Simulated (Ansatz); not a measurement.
**AgI, one cell by several methods**

```
Ag I
1.0
     4.54926    0.00000    0.00000
    -2.27463    3.93978    0.00000
     0.00000    0.00000    7.45960
Ag I
2 2
Direct
  0.33333 0.66667 0.00000
  0.66667 0.33333 0.50000
  0.33333 0.66667 0.37500
  0.66667 0.33333 0.87500
```

Atom numbers follow the list: Ag1, Ag2, I3, I4.

The cell is COD entry 1011050, as deposited and not checked against the literature; nothing was relaxed. It is an old determination, and later ones may differ. The listed cell was then made from it by scaling, straining or moving an atom.

Spin–orbit coupling is left out, though it moves levels of the heavy atoms by tenths of an eV or more.

All numbers are computed: DFT, LDA, PAW with Ansatz's default frozen-core files, scalar-relativistic (Ansatz 0.2.0); DFT, LDA, all-electron PAW with datasets made for the crystal, scalar-relativistic (Ansatz 0.2.0); DFT, LDA, all-electron LAPW, scalar-relativistic (Ansatz 0.2.0).

For PAW: a Γ-centred 8×8×4 k mesh, Fermi–Dirac smearing of 0.02 eV, cutoff 420 eV, no spin polarisation; the PAW files were made with PBE, and the program remakes their frozen cores for this functional. The crystal-made all-electron datasets (AE datasets) take a cutoff of 240 eV at this cell. LAPW targets a basis error of 1 meV/atom. The Ansatz runs share mesh, smearing and spin set-up. Plane-wave (PAW) pressures include the program's estimate of the Pulay term.

Stress and pressure are positive in compression.

The change that made this cell: volume scaled by 0.98.

Spin–orbit coupling is left out, which moves gradients at and beside heavy atoms by some per cent and at worst by a factor of two.

```csv
quantity,PAW,AE datasets,LAPW
pressure (GPa),-1.63,-1.62,-1.62
stress xx (GPa),-1.57,-1.56,-1.56
stress zz (GPa),-1.74,-1.74,-1.74
"force on Ag1, z (eV/Å)",0.012,0.012,0.012
"force on I3, z (eV/Å)",-0.012,-0.012,-0.012
band gap (eV),1.082,1.080,1.080
largest principal field gradient Vzz at Ag1 (10²¹ V/m²),0.15,0.16,–
largest principal field gradient Vzz at I3 (10²¹ V/m²),0.41,0.41,–
```

PAW's pressure differs from the LAPW value by about 0.01 GPa or less.
